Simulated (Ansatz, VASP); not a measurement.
## Si54PC53 (P_C): VASP beside Ansatz

Aim: how closely do two programs agree when they are given the same cell, functional and k mesh? The cell is taken from a series of runs on this material, whose earlier steps may have relaxed, scaled, displaced or heated it; both programs get it as it stands.

Program: Ansatz 0.2.0. Level of theory: plane waves, with VASP 6.6.1 beside it; single point at r2SCAN. Results are calculated unless marked as measured.

## 1. Set-up

The cell holds 108 atoms: 54 Si, 53 C and 1 P. Cell: a = 9.236 Å, b = 9.236 Å, c = 15.108 Å, α = 90.0°, β = 90.0°, γ = 120.0°. It derives from SiC (SiC (P6_3mc)). Nearest the centre at fractional (0.556, 0.444, 0.542): P108 at 0.03 Å, Si47 at 2.11 Å, Si53 at 2.14 Å, Si29 at 2.14 Å, Si27 at 2.17 Å, C100 at 3.10 Å, C77 at 3.11 Å, C106 at 3.11 Å.

## 2. Ansatz: single point, r2SCAN

Ansatz runs on its PAW soft_1 files.

With cell and atoms fixed, the geometry can't cause a difference; cores, projectors, grids and the points listed under the comparison can.

Contents of input.yaml:

```yaml
crystal:
  checkpoint: "../qm1_M2.relax.run"
  host: checkpoint
basis:
  ecutwfc: 500
  xc_grid: 2
hamiltonian:
  xc: r2scan
  pseudopotentials: { kind: paw, azcp: { folder: soft_1 } }
kpoints:
  mp_grid: { grid: [2, 2, 2], shift: [0.5, 0.5, 0.5] }
scf:
  occupations: { method: fermi_dirac, width: 0.01 }
  max_iter: 100
output:
  forces: true
  eigenvalues: true
  charged_corrections: { defect_position: [0.555556, 0.444444, 0.541528] }
checkpoint:
  read: "../qm1_M2.relax.run"
  write: "../qm1_M2.point_neutral.run"
  compress: false
  write_wavefunctions: false
  write_every: 100000
magnetization:
  spin_polarized: true
  initial_magnetization: 1
  spin_locking: { lock_magnetization: hard }
```

Launch:

```bash
> ansatz run input.yaml --threads 4 --pin off --max-ram 15073MiB --backend cpu --events-out ev --progress --plain --runs-dir out
```

Numbers of over 12 decimals in the logs are rounded to 6 here.

Log:

```text
Warning: This run holds its total moment fixed (magnetization.spin_locking.lock_magnetization: hard) and mixes its density by anderson or broyden (scf.mixing.algorithm, typed or taken by auto). Slabs with a fixed moment have converged under broyden above another state at the same moment, at the default mixing steps and at smaller ones, and under scf.lower_state_search: standard, light or off a state that such a mixer [...]
checkpoint.read: neither the saved density nor the saved orbitals are used: the state is of another total charge, and does not settle where this run's electrons and spins go. The run starts from its atoms. Which states do: the manual's quickstart, A charge series.
crystal.checkpoint: the structure is that of <dir>, a `relax` run, at its step 6: its result, under r2scan at a charge of -1 e; 108 atoms read, 0 with a starting moment; this deck's charge is 0 e; no density is read with it (checkpoint.read); crystal.structure_sha256 for this input is
Engine: ansatz 0.2.0, x86_64-unknown-linux-gnu
Pseudopotentials: kind: paw
Pseudopotential: Si, paw, valence charge 4, recommended cutoff 500 eV (meta_gga), soft_1/Si.paw.azcp
Pseudopotential: C, paw, valence charge 4, recommended cutoff 500 eV (meta_gga), soft_1/C.paw.azcp
Pseudopotential: P, paw, valence charge 5, recommended cutoff 500 eV (meta_gga), soft_1/P.paw.azcp
Functional definition: r2SCAN
  parameter k0 = 0.174
  parameter k1 = 0.065
  parameter a1 = 4.9479
  exchange = r2scan_x(k0 = k0, k1 = k1, a1 = a1)
  correlation = r2scan_c
Crystal: 108 atoms, lattice volume = 1116.095 Å³
Basis set: ecut = 500 eV, 28399 PW (Γ), exchange–correlation on 144×144×240 points (8 copies of the dense FFT grid, shifted against one another)
Bands: 325, of which v1, the nominal top of the filled ones, is band 217 counted from 1 (216 counted from 0)
Symmetry: 1 space group operations
Space group: P1 (ITA 1), of the structure as read, at distance tolerance 1.0e-4 Å
Magnetic group: BNS 1.1 (UNI 1), of the structure as read, at distance tolerance 1.0e-4 Å
k-points: 4 of 8 (time reversal used)
Non-local potential: Si, projectors of the file, l = 0: 2, l = 1: 2, l = 2: 1
Non-local potential: C, projectors of the file, l = 0: 2, l = 1: 2, l = 2: 1
Non-local potential: P, projectors of the file, l = 0: 2, l = 1: 2, l = 2: 1
PAW form: soft (Blöchl's): semilocal exchange-correlation on the pseudo side does not see the compensation charge
PAW frozen core: Si, regenerated for the run's functional (the file was generated under x = pbe(κ = 0.804, μ = 0.219515), c = pbe(β = 0.066725))
PAW frozen core: C, regenerated for the run's functional (the file was generated under x = pbe(κ = 0.804, μ = 0.219515), c = pbe(β = 0.066725))
PAW frozen core: P, regenerated for the run's functional (the file was generated under x = pbe(κ = 0.804, μ = 0.219515), c = pbe(β = 0.066725))
PAW one-centre angular grid: Si, 302 points (default); XC on 160 Gauss nodes
PAW one-centre angular grid: C, 302 points (default); XC on 219 of its mesh's 2255 points in the sphere
PAW one-centre angular grid: P, 302 points (default); XC on 160 Gauss nodes
Initial density: superposition of atomic densities (chi_scale 0.1, normalization cell)
Starting moments: Σ|m| = 1 μB on 108 of 108 sites
Initial wavefunctions: pseudopotential atomic-orbital guess
Functional: x = r2scan, c = r2scan; τ floored in thin density (d = 2e-4 eV/Å³)
SCF iter   1: F=—  HF=-48709.326023 eV  |F-HF|=—  |Δ(HF+E_count)|=         —  Δρ=7.25e-2 (↑7.19e-2 ↓7.25e-2)  dr2=2.87e2  dr2_τ=7.55e0  dr2_m=2.99e-3  M=1.000 μB ∫|m|=1.000 μB  β_m=1.20  ethr=3.10e-3  ⟨swp⟩=8.0  Hψ=13249  notcnv=0  defer=433
preconditioner: auto → Resta (q_TF=auto, 2.330 Å⁻¹)  ε∞=3.9  [insulator: Δε(μ)=0.085 eV  Ē_g=13.615 eV  σ=0.010 eV  W_gap=0.97  n_scr=244 (ndim 8)  ℏωp=23.1 eV  f_vac=0.000  D(μ)=1.56/eV (n_scr^D=2)  ε∞_Penn≈3.9]
spin=Collinear: Resta preconditioning applied to the charge; magnetization (m = ρ↑ − ρ↓) channel mixes plain (no charge-response kernel on spin).
SCF iter   2: F=—  HF=-48652.564552 eV  |F-HF|=—  |Δ(HF+E_count)|=    5.68e1  Δρ=4.21e-2 (↑4.21e-2 ↓4.21e-2)  dr2=9.45e1  dr2_τ=3.91e-1  dr2_m=4.96e-4  M=1.000 μB ∫|m|=1.040 μB  β_m=1.20  ethr=3.10e-3  ⟨swp⟩=3.0  Hψ=4800  notcnv=0  defer=821  κ⁻¹=1.0e0(r=1)
[...]
k-point 2 ↑: bands = [... 213 lower, 9.2569, 9.2673, 9.4591, 11.9747, 12.2294, 12.6703, 12.6803, 12.8771, ... 104 higher]
  k-point 3 ↓: bands = [... 213 lower, 9.2528, 9.2831, 9.4637, 12.1317, 12.2044, 12.7042, 12.7091, 12.9828, ... 104 higher]
```

## 3. VASP: single point, r2SCAN

The same cell, functional, mesh and smearing now go to VASP, with its own data sets.

Lines of VASP's logs that name or quote its potential files are left out, and so is its time.

Contents of INCAR:

```
SYSTEM = Si54PC53
PREC = Accurate
ENCUT = 580
EDIFF = 1E-06
NELM = 200
ISMEAR = -1
SIGMA = 0.01
LREAL = Auto
ALGO = Normal
METAGGA = R2SCAN
LASPH = .TRUE.
NBANDS = 292
ISPIN = 2
MAGMOM = 0 0 0 0 0 0 0 0 0 0 0 0 0 0 0 0 0 0 0 0 0 0 0 0 0 0 0.01 0 0.01 0 0 0 0 0 0 0 0 0 0 0 0 0 0 0 0 0 0 0 0 0 0 0 0.01 0 0 0 0 0 0 0 0 0 0 0 0 0 0 0 0 0 0 0 0 0 -0 0 0 0 0 0 -0 0 0 0 0 0 0 0 0 0 0 0 -0 -0 0 0 0 -0 0 0 0 0 0 0 0 0 0 0.01
LORBIT = 11
LWAVE = .FALSE.
LCHARG = .FALSE.
ISIF = 2
ISYM = 0
NUPDOWN = 1
GGA_COMPAT = .FALSE.
LMIXTAU = .TRUE.
```

Contents of POSCAR:

```
Si54PC53
1.0
    9.2359949282      0.0000000000      0.0000000000
   -4.6179974641      7.9986062370      0.0000000000
    0.0000000000      0.0000000000     15.1078644027
Si C P
54 53 1
Direct
    0.1125040508      0.2206462557      0.8330911525
    0.2196012605      0.1104972587      0.3306729174
    0.2221317964      0.1100998440      0.6673857988
[... 1 atom line left out ...]
    0.9988054565      0.0006774884      0.4993238631
[... 2 atom lines left out ...]
    0.2193925836      0.4463416031      0.3308645173
    0.2221041530      0.4438076487      0.6673139702
[... 1 atom line left out ...]
    0.9990318693      0.3337383797      0.4995961911
[... 5 atom lines left out ...]
    0.9999627351      0.6674603579      0.4991193302
[... 1 atom line left out ...]
    0.4447873883      0.2185844915      0.8355388850
    0.5532482665      0.1108096377      0.3308166662
    0.5560876737      0.1101788565      0.6673764500
[... 1 atom line left out ...]
    0.3321159124      0.9996326151      0.4991141886
[... 1 atom line left out ...]
    0.4448715381      0.5550878776      0.8356312131
    0.5540542646      0.4456211594      0.3326562613
    0.5562725144      0.4439100321      0.6853872892
[... 1 atom line left out ...]
    0.3032503728      0.3189232716      0.4938877541
[... 2 atom lines left out ...]
    0.5534859845      0.7804034459      0.3308438943
    0.5561769687      0.7779716445      0.6673622598
[... 1 atom line left out ...]
    0.3322700644      0.6672539564      0.4990186911
[... 5 atom lines left out ...]
    0.6657778100      0.0004518426      0.4995867921
[... 1 atom line left out ...]
    0.7813726202      0.5551761003      0.8355738972
    0.8888942568      0.4464485493      0.3308291931
    0.8899473279      0.4439436639      0.6673575950
[... 1 atom line left out ...]
    0.6797080917      0.3198572295      0.4941281530
[... 2 atom lines left out ...]
    0.8892073161      0.7801112230      0.3306941146
    0.8900409508      0.7779617223      0.6673930893
[... 1 atom line left out ...]
    0.6805608141      0.6961773522      0.4939138284
[... 3 atom lines left out ...]
    0.1119549420      0.2215934173      0.7082661610
[... 1 atom line left out ...]
    0.2183499380      0.1069646784      0.5419039457
[... 5 atom lines left out ...]
    0.2183152781      0.4450084950      0.5418309050
[... 2 atom lines left out ...]
    0.9978433947      0.6681609744      0.3738338383
[... 5 atom lines left out ...]
    0.3314781856      0.0018407666      0.3738343198
    0.4430893749      0.2173265192      0.7113910385
[... 1 atom line left out ...]
    0.5540554648      0.1073167355      0.5419455362
[... 2 atom lines left out ...]
    0.3277377116      0.3331350241      0.3713778579
    0.4432413104      0.5570173686      0.7114597367
[... 3 atom lines left out ...]
    0.3316035441      0.6682132302      0.3736859074
[... 2 atom lines left out ...]
    0.5543438779      0.7810056748      0.5418811095
[... 3 atom lines left out ...]
    0.7785359390      0.2215547504      0.7082996686
[... 4 atom lines left out ...]
    0.6661831272      0.3333208988      0.3716257717
    0.7829187449      0.5570864857      0.7113741372
[... 1 atom line left out ...]
    0.8921778781      0.4454567143      0.5419558971
[... 2 atom lines left out ...]
    0.6665780704      0.6719022819      0.3713860379
    0.7786172524      0.8882633882      0.7082670382
[... 1 atom line left out ...]
    0.8924636617      0.7810486976      0.5419168344
[... 1 atom line left out ...]
    0.5542957967      0.4450451280      0.5430796985
```

Contents of KPOINTS:

```
Points of the shifted mesh
8
Reciprocal
 0.2500000000  0.2500000000  0.2500000000 1
 0.2500000000  0.2500000000  0.7500000000 1
 0.2500000000  0.7500000000  0.2500000000 1
 0.2500000000  0.7500000000  0.7500000000 1
 0.7500000000  0.2500000000  0.2500000000 1
 0.7500000000  0.2500000000  0.7500000000 1
 0.7500000000  0.7500000000  0.2500000000 1
 0.7500000000  0.7500000000  0.7500000000 1
```

Potentials, in the order of the species: Si, C and P (PBE family, release 64).

Launch:

```bash
> export OMP_NUM_THREADS=3
> mpirun -np 1 vasp_std
```

Log:

```text
[banner, memory and clock lines left out]
running    1 mpi-ranks, on    1 nodes
[...]
Offloading initialized ...    1 GPUs detected
[...]
|                                                                             |
|               ----> ADVICE to this user running VASP <----                  |
|                                                                             |
|     You enforced a specific xc type in the INCAR file but a different       |
|     [... a line on the potential file left out ...]
|     I HOPE YOU KNOW WHAT YOU ARE DOING!                                     |
|                                                                             |

 LDA part: xc-table for (None), standard interpolation
 POSCAR, INCAR and KPOINTS ok, starting setup
[...]
entering main loop
       N       E                     dE             d eps       ncg     rms          rms(c)
DAV:   1     0.122765708171E+04    0.12277E+04   -0.21801E+05  9344   0.151E+03
DAV:   2    -0.103332233877E+04   -0.22610E+04   -0.21314E+04 11400   0.256E+02
DAV:   3    -0.119693915938E+04   -0.16362E+03   -0.16175E+03 11440   0.639E+01
DAV:   4    -0.120067654540E+04   -0.37374E+01   -0.37197E+01 11240   0.105E+01
[...]
DAV:  14    -0.103961057706E+04   -0.63775E-05   -0.47666E-05 11152   0.119E-02    0.276E-02
DAV:  15    -0.103961057921E+04   -0.21548E-05   -0.84112E-06 11240   0.676E-03    0.137E-02
DAV:  16    -0.103961058018E+04   -0.96184E-06   -0.76087E-06 11088   0.470E-03
   1 F= -.10396106E+04 E0= -.10396090E+04  d E =-.324823E-02  mag=     0.9942
```

OUTCAR, selected parts (step 3):

```text
  FREE ENERGIE OF THE ION-ELECTRON SYSTEM (eV)
  ---------------------------------------------------
  free  energy   TOTEN  =     -1039.6105801753 eV

  energy  without entropy=    -1039.6073319426  energy(sigma->0) =    -1039.60895606

 magnetization (x)
# of ion       s       p       d       tot
------------------------------------------
    1        0.000   0.002   0.000   0.002
    2        0.001   0.001   0.000   0.002
    3        0.001   0.005   0.000   0.006
    4        0.000   0.002   0.000   0.002
    5        0.001   0.004   0.000   0.005
    6        0.000   0.000   0.000   0.001
    7        0.000   0.002   0.000   0.002
    8        0.001   0.001   0.000   0.002
    9        0.001   0.005   0.000   0.006
   10        0.000   0.001   0.000   0.001
   11        0.001   0.003   0.000   0.004
   12        0.000   0.000   0.000   0.001
   13        0.000   0.001   0.000   0.002
[...]
--------------------------------------------------
tot          0.104   0.114   0.000   0.218
```

The run ends at a pressure of 2.12 GPa, with forces up to 0.23 eV/Å.

## 4. Differences

Known differences besides the potentials themselves: VASP starts from the moments at which Ansatz ended; VASP keeps PBE cores, Ansatz makes them for the functional; the cutoff is 500 eV in Ansatz and 580 eV in VASP (PREC = Accurate, projectors in real space). Total energies have different zeros and are not compared.

Compared:

```
                             quantity  Ansatz  VASP  difference
total moment, fixed by the input (μB)    1.00  0.99       +0.01
```

Forces on 10 of the 108 atoms, those with the largest forces and the largest differences (eV/Å; atoms numbered as in POSCAR):

```
atom         Ansatz x, y, z           VASP x, y, z
Si26   -0.127, 0.078, 0.124   -0.126, 0.078, 0.125
Si29   0.075, -0.018, 0.035   0.108, -0.003, 0.057
Si47   0.063, -0.044, 0.090   0.030, -0.025, 0.112
Si53   0.045, -0.061, 0.039   0.046, -0.097, 0.060
 C55  -0.154, 0.080, -0.091  -0.155, 0.081, -0.090
 C56  0.190, -0.113, -0.066  0.191, -0.113, -0.065
 C79  -0.145, 0.087, -0.094  -0.145, 0.088, -0.092
 C80  0.200, -0.092, -0.055  0.197, -0.094, -0.052
 C97  0.163, -0.071, -0.081  0.166, -0.073, -0.080
C103  0.171, -0.120, -0.055  0.171, -0.117, -0.052
```

The forces differ by 4.9 meV/Å r.m.s., which is 7.2 % of the r.m.s. force of 0.067 eV/Å (both taken over all components).

## 5. Summary of results

```yaml
r_m_s_force_difference_single_point_r2scan: 4.9 meV/Å
```

What this shows: The r.m.s. force difference is 4.9 meV/Å (single point, r2SCAN), within the 12 meV/Å picked in this series as the mark of a large difference. How closely two codes agree says nothing of how well the functional describes the real material.

[Lines on the potential files, build, host, timing and source positions are cut from VASP's logs without a mark.]

[Logs are printed without paths, hosts, clocks, repeated set-up lines and the standing remarks that a program may print on its own settings, such as how far it seeks lower states.]

[Hosts, paths, dates, database ids (printed as entryN), source tags and the programs' standing remarks are cut or masked in the printed files.]
